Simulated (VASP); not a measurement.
# TlCl (Pm-3m) in VASP: further runs

One crystal, TlCl, is run at these levels: PBE+D3(BJ); tasks: single point, relaxation of cell and atoms.

All numbers are computed with VASP 6.6.1; they aren't measurements. Logs are shortened: lines on timing, memory, paths and dates and some standing lists are left out, and cuts for length are marked.

**1. Starting point**

The structure is cubic, space group Pm-3m (No. 221). Conventional cell: a = 3.918 Å, b = 3.918 Å, c = 3.918 Å, α = 90.00°, β = 90.00°, γ = 90.00°. Tl (site symmetry m-3m) has 8 Cl at 3.39 Å as nearest neighbours. Cl (site symmetry m-3m) is surrounded by 8 Tl at 3.39 Å.

**2. Single point, PBE+D3(BJ)**

INCAR reads:

```
PREC = Accurate
ENCUT = 520
EDIFF = 1E-6
ISMEAR = 0
SIGMA = 0.02
LREAL = F
LASPH = T
NELM = 100
ALGO = Normal
ISIF = 2
LWAVE = F
LCHARG = F
GGA = PE
IVDW = 12
NBANDS = 17
```

KPOINTS reads:

```
Automatic mesh
0
Gamma
  8 8 8
```

POSCAR reads:

```
TlCl
1.0
    3.9176796871      0.0000000000      0.0000000000
    0.0000000000      3.9176796871      0.0000000000
    0.0000000000      0.0000000000      3.9176796871
Tl Cl
1 1
Direct
    0.0000000000      0.0000000000      0.0000000000
    0.5000000000      0.5000000000      0.5000000000
```

Potentials or basis: VASP PAW PBE potentials, release 64 (Tl_d, Cl).

Command:

```bash
cat potpaw_PBE.64/Tl_d/POTCAR potpaw_PBE.64/Cl/POTCAR > POTCAR
mpirun -np 1 vasp_std > vasp.out
```

OUTCAR:

```text
PREC = Accurate
   ENCUT = 520
   EDIFF = 1E-6
   ISMEAR = 0
   LREAL = F
   LASPH = T
   NELM = 100
   ISIF = 2
   GGA = PE
   IVDW = 12
 IVDW          = 12

 ion  position               nearest neighbor table
   1  0.000  0.000  0.000-   2 3.39   2 3.39   2 3.39   2 3.39   2 3.39   2 3.39   2 3.39   2 3.39

   2  0.500  0.500  0.500-   1 3.39   1 3.39   1 3.39   1 3.39   1 3.39   1 3.39   1 3.39   1 3.39

  LATTYP: Found a simple cubic cell.
 ALAT       =     3.9176796871

  Lattice vectors:

 A1 = (   3.9176796871,   0.0000000000,   0.0000000000)
 A2 = (   0.0000000000,   3.9176796871,   0.0000000000)
 A3 = (   0.0000000000,   0.0000000000,   3.9176796871)

Analysis of symmetry for initial positions (statically):
=====================================================================
 Subroutine PRICEL returns:
 Original cell was already a primitive cell.

 Routine SETGRP: Setting up the symmetry group for a
 simple cubic supercell.

 Subroutine GETGRP returns: Found 48 space group operations
 (whereof 48 operations were pure point group operations)
 out of a pool of 48 trial point group operations.

The static configuration has the point symmetry O_h .

Analysis of symmetry for dynamics (positions and initial velocities):
=====================================================================
 Subroutine PRICEL returns:
 Original cell was already a primitive cell.

 Routine SETGRP: Setting up the symmetry group for a
 simple cubic supercell.

 Subroutine GETGRP returns: Found 48 space group operations
 (whereof 48 operations were pure point group operations)
 out of a pool of 48 trial point group operations.

The dynamic configuration has the point symmetry O_h .

 Subroutine INISYM returns: Found 48 space group operations
 (whereof 48 operations are pure point group operations),
 and found     1 'primitive' translations

----------------------------------------------------------------------------------------

                                     Primitive cell

  volume of cell :      60.1294

  direct lattice vectors                    reciprocal lattice vectors
     3.917679687  0.000000000  0.000000000     0.255253129  0.000000000  0.000000000
     0.000000000  3.917679687  0.000000000     0.000000000  0.255253129  0.000000000
     0.000000000  0.000000000  3.917679687     0.000000000  0.000000000  0.255253129

  length of vectors
[... 81 lines left out ...]
   NELM   =    100;   NELMIN=  2; NELMDL= -5     # of ELM steps
   EDIFF  = 0.1E-05   stopping-criterion for ELM
   LREAL  =      F    real-space projection
   EDIFFG = 0.1E-04   stopping-criterion for IOM
   NSW    =      0    number of steps for IOM
   IBRION =     -1    ionic relax: 0-MD 1-quasi-New 2-CG
   NFREE  =      0    steps in history (QN), initial steepest desc. (CG)
   ISIF   =      2    stress and relaxation
   ISYM   =      2    0-nonsym 1-usesym 2-fastsym
   POTIM  = 0.5000    time-step for ionic-motion
   TEBEG  =    0.0;   TEEND  =   0.0 temperature during run
   PSTRESS=    0.0 pullay stress
   NELECT =      20.0000    total number of electrons
   NUPDOWN=      -1.0000    fix difference up-down
   EMIN   =  10.00;   EMAX   =-10.00  energy-range for DOS
   EFERMI =   0.00;   METHOD = LEGACY
   ISMEAR =     0;   SIGMA  =   0.02  broadening in eV -4-tet -1-fermi 0-gaus
   EFERMI_NEDOS =   21; number of points for ismear=-14 and -15
   IALGO  =     38    algorithm
   IMIX   =      4    mixing-type and parameters
     AMIX     =   0.40;   BMIX     =  1.00
     AMIX_MAG =   1.60;   BMIX_MAG =  1.00
  volume/ion in A,a.u.               =      30.06       202.89
  Fermi-wavevector in a.u.,A,eV,Ry     =   1.134286  2.143490 17.505320  1.286605
  Thomas-Fermi vector in A             =   2.270990
   LORBIT       =      0    0 simple, 1 ext, 2 COOP (PROOUT), +10 PAW based schemes
   GGA     = PE    functional components
   LHFCALC =     F    Hartree Fock is set to
   AEXX    =    0.0000 exact exchange contribution
   IVDW    =    12    specifies the selected vdW correction
   LEPSILON=     F    determine dielectric tensor
   LRPA    =     F    only Hartree local field effects (RPA)
 non-spin polarized calculation
 Gauss-broadening in eV      SIGMA  =   0.02
  energy-cutoff  :      520.00
  volume of cell :       60.13
 maximum number of plane-waves:      1647
 NGX is ok and might be reduce to    30
   NGX = 15   NGY = 15   NGZ = 15

 number of electron      19.9999992 magnetization

 Free energy of the ion-electron system (eV)
  ---------------------------------------------------
  ext. energy  EPLUGINS =         0.00000000
  ---------------------------------------------------
  free energy    TOTEN  =        -6.01492393 eV

  energy without entropy =       -6.01492393  energy(sigma->0) =       -6.01492393

 E-fermi :   2.1896     XC(G=0):  -8.8257

 val. band max:        2.0163292899   @ k =   0.5000   0.0000   0.0000
 cond. band min:       4.2516632962   @ k =   0.5000   0.0000   0.0000
 fundamental gap:      2.2353340063
 Fermi energy:         2.1895552990

 k-point     1 :       0.0000    0.0000    0.0000
  band No.  band energies     occupation
      1     -11.3803      2.00000
      2      -7.8014      2.00000
      3      -7.8014      2.00000
      4      -7.5977      2.00000
      5      -7.5977      2.00000
      6      -7.5977      2.00000
[... 457 lines left out ...]
      4      -7.6505      2.00000
      5      -7.6319      2.00000
      6      -7.5661      2.00000
[... 9 lines left out ...]
     16      13.5726      0.00000
     17      15.4585      0.00000

 [... further k-points ...]

------------------------ aborting loop because EDIFF is reached ----------------------------------------

 Edisp (eV)   -0.53512

 E8    (eV) :    -0.2474

  FORCE on cell =-STRESS in cart. coord.  units (eV):
  Direction    XX          YY          ZZ          XY          YZ          ZX
  --------------------------------------------------------------------------------------
  -------------------------------------------------------------------------------------
  Total      -0.02625    -0.02625    -0.02625     0.00000    -0.00000     0.00000
  in kB      -0.69954    -0.69954    -0.69954     0.00000    -0.00000     0.00000
  external pressure =       -0.70 kB  Pullay stress =        0.00 kB

 VOLUME and BASIS-vectors are now :
 -----------------------------------------------------------------------------
  energy-cutoff  :      520.00
  volume of cell :       60.13
      direct lattice vectors                 reciprocal lattice vectors
     3.917679687  0.000000000  0.000000000     0.255253129  0.000000000  0.000000000
     0.000000000  3.917679687  0.000000000     0.000000000  0.255253129  0.000000000
     0.000000000  0.000000000  3.917679687     0.000000000  0.000000000  0.255253129

 POSITION                                       TOTAL-FORCE (eV/Angst)
 -----------------------------------------------------------------------------------
      0.00000      0.00000      0.00000         0.000000      0.000000      0.000000
      1.95884      1.95884      1.95884         0.000000      0.000000      0.000000
 -----------------------------------------------------------------------------------
    total drift:                                0.000000      0.000000     -0.000000

  FREE ENERGIE OF THE ION-ELECTRON SYSTEM (eV)
  ---------------------------------------------------
  free  energy   TOTEN  =        -6.5500487679 eV

  energy  without entropy=       -6.5500487679  energy(sigma->0) =       -6.55004877
```

Run time: 11 s. Hardware: 1 thread of Intel Xeon 6975P-C (Granite Rapids), shared host; peak memory 0.19 GiB.

Results:

| Property | Result |
| --- | --- |
| Free energy | -6.5500 eV |
| Pressure | -0.1 GPa |
| Band gap on the k mesh | 2.24 eV, direct |
| Dispersion energy per atom | -0.268 eV |

Levels at points of the mesh, in eV from the valence-band top:
```
           k point  band 6  band 7  band 8  band 9  band 10  band 11  band 12  band 13  band 14  band 15
(0.00, 0.00, 0.00)   -9.61   -4.41   -1.24   -1.24    -1.24     7.58     7.58     7.58     7.99     7.99
(0.50, 0.00, 0.00)   -9.61   -5.07   -0.86   -0.86     0.00     2.24     6.55     6.55     9.02    11.39
(0.50, 0.50, 0.00)   -9.56   -3.28   -2.55   -2.55    -0.81     4.83     4.83     8.20     8.46    11.34
(0.50, 0.50, 0.50)   -9.56   -2.23   -1.70   -1.70    -1.70     2.77     2.77     2.77    12.51    12.51
```

Caveat: spin-orbit coupling is left out, which as a rule narrows the gap of such compounds by several tenths of an eV. A k mesh can miss the band edges.

**3. Relaxation of cell and atoms, PBE+D3(BJ)**

This run uses another cell than the first one, of 28.18 Å³/atom, 0.937 times its volume.

INCAR reads:

```
SYSTEM = TlCl
  PREC = Accurate
  ENCUT = 600
  EDIFF = 1E-6
  ISMEAR = 0
  SIGMA = 0.02
  LREAL = .FALSE.
  LASPH = .TRUE.
  NELM = 80
  ALGO = Normal
  ISIF = 3
  LWAVE = .FALSE.
  LCHARG = .FALSE.
  GGA = PE
  IVDW = 12
  IBRION = 2
  NSW = 100
  EDIFFG = -0.005
```

KPOINTS reads:

```
Automatic mesh
0
G
  8 8 8
  0 0 0
```

POSCAR reads:

```
TlCl
1.0
    3.8340000000      0.0000000000      0.0000000000
    0.0000000000      3.8340000000      0.0000000000
    0.0000000000      0.0000000000      3.8340000000
Tl Cl
1 1
Direct
    0.0000000000      0.0000000000      0.0000000000
    0.5000000000      0.5000000000      0.5000000000
```

Potentials or basis: VASP PAW PBE potentials, release 64 (Tl_d, Cl).

Command:

```bash
cat potpaw_PBE.64/Tl_d/POTCAR potpaw_PBE.64/Cl/POTCAR > POTCAR
mpirun -np 1 vasp_std > vasp.out
```

Run time: 42 s. Hardware: 1 thread of Intel Xeon 6975P-C (Granite Rapids), shared host; peak memory 0.22 GiB.

The run converged. Its results:

```
Free energy                            : -6.5496 eV
Relaxed volume                         : 30.05 Å³/atom
Relaxed cell                           : a = 3.917 Å, b = 3.917 Å, c = 3.917 Å, α = 90.00°, β = 90.00°, γ = 90.00°
Space group after relaxing (to 0.05 Å) : Pm-3m (No. 221)
Energy gained by relaxing              : 17.4 meV/atom
Ionic steps                            : 9
Pressure after relaxing                : 0.0 GPa
Band gap on the k mesh                 : 2.23 eV, direct
Dispersion energy per atom             : -0.268 eV
```

Step by step:
```csv
step,energy change (eV),largest force (eV/Å),pressure (GPa),volume (Å³)
1,0.0000,0.0000,0.44,56.36
2,-0.0024,0.0000,0.84,56.99
3,-0.0262,0.0000,2.26,58.93
4,-0.0126,0.0000,-1.57,62.92
5,-0.0296,0.0000,-1.32,61.19
6,-0.0348,0.0000,0.09,60.05
7,-0.0348,0.0000,-0.05,60.13
8,-0.0347,0.0000,0.28,59.96
9,-0.0348,0.0000,0.01,60.10
```

Final structure:
```
Tl Cl
1.0
     3.91700    0.00000    0.00000
     0.00000    3.91700    0.00000
     0.00000    0.00000    3.91700
Tl Cl
1 1
Direct
  0.00000 0.00000 0.00000
  0.50000 0.50000 0.50000
```

Levels at points of the mesh, in eV from the valence-band top:
```tsv
k point	band 6	band 7	band 8	band 9	band 10	band 11	band 12	band 13	band 14
(0.00, 0.00, 0.00)	-9.62	-4.41	-1.24	-1.24	-1.24	7.58	7.58	7.58	7.99
(0.50, 0.00, 0.00)	-9.61	-5.07	-0.86	-0.86	0.00	2.23	6.55	6.55	9.02
(0.50, 0.50, 0.00)	-9.56	-3.28	-2.56	-2.56	-0.81	4.83	4.83	8.20	8.46
(0.50, 0.50, 0.50)	-9.56	-2.23	-1.70	-1.70	-1.70	2.77	2.77	2.77	12.51
```

Caveat: spin-orbit coupling is left out, which as a rule narrows the gap of such compounds by several tenths of an eV. A k mesh can miss the band edges.

**4. Single point, PBE+D3(BJ)**

This run uses another cell than the first one, of 28.18 Å³/atom, 0.937 times its volume.

INCAR reads:

```
PREC     = Accurate       # precision mode
ENCUT    = 520            # plane-wave cutoff, eV
EDIFF    = 1E-7           # SCF threshold, eV
ISMEAR   = 0              # smearing method
SIGMA    = 0.1            # smearing width, eV
LREAL    = False          # projectors in reciprocal space
LASPH    = True           # aspherical terms in the spheres
NELM     = 100            # most SCF steps
ALGO     = Fast           # electronic algorithm
ISIF     = 2              # what is computed and relaxed
LWAVE    = False          # write WAVECAR
LCHARG   = True           # write CHGCAR
GGA      = PE             # functional
IVDW     = 12             # dispersion correction
LELF     = True           # ELF
LVHAR    = True         
NBANDS   = 17             # bands
```

KPOINTS reads:

```
regular mesh
0
Gamma
  6 6 6
```

POSCAR is that of step 3.

Command:

```bash
cat potpaw_PBE.64/Tl_d/POTCAR potpaw_PBE.64/Cl/POTCAR > POTCAR
mpirun -np 1 vasp_std > vasp.out
```

Run time: 9.3 s. Hardware: 1 thread of Intel Xeon 6975P-C (Granite Rapids), shared host; peak memory 0.18 GiB.

Results (log left out):

- Free energy: -6.5143 eV
- Pressure: 0.4 GPa
- Band gap on the k mesh: 2.08 eV, direct
- Dispersion energy per atom: -0.255 eV

Levels at points of the mesh, in eV from the valence-band top:
```tsv
k point	band 8	band 9	band 10	band 11	band 12	band 13
(0.00, 0.00, 0.00)	-1.53	-1.53	-1.53	7.82	7.82	7.82
(0.50, 0.00, 0.00)	-1.10	-1.10	0.00	2.08	6.57	6.57
(0.50, 0.50, 0.00)	-2.99	-2.99	-1.05	4.89	4.89	8.44
(0.50, 0.50, 0.50)	-2.02	-2.02	-2.02	2.54	2.54	2.54
```

Caveat: spin-orbit coupling is left out, which as a rule narrows the gap of such compounds by several tenths of an eV. A k mesh can miss the band edges.

**5. The runs side by side**

```tsv
task	cell	k mesh	cutoff (eV)	smearing	gap on the mesh (eV)	pressure (GPa)
single point	Pm-3m, 30.06 Å³/atom	8 × 8 × 8	520	gaussian 0.02 eV	2.24	-0.1
relaxation of cell and atoms	relaxed	8 × 8 × 8	600	gaussian 0.02 eV	2.23	0.0
single point	Pm-3m, 28.18 Å³/atom	6 × 6 × 6	520	gaussian 0.1 eV	2.08	0.4
```

Alike in all rows: level PBE+D3(BJ); potentials or basis VASP PAW PBE potentials, release 64 (Tl_d, Cl); no spin polarisation.

Caveats: spin-orbit coupling is left out, which as a rule narrows the gap of such compounds by several tenths of an eV.

Absolute energies hang on the potentials; compare differences alone.
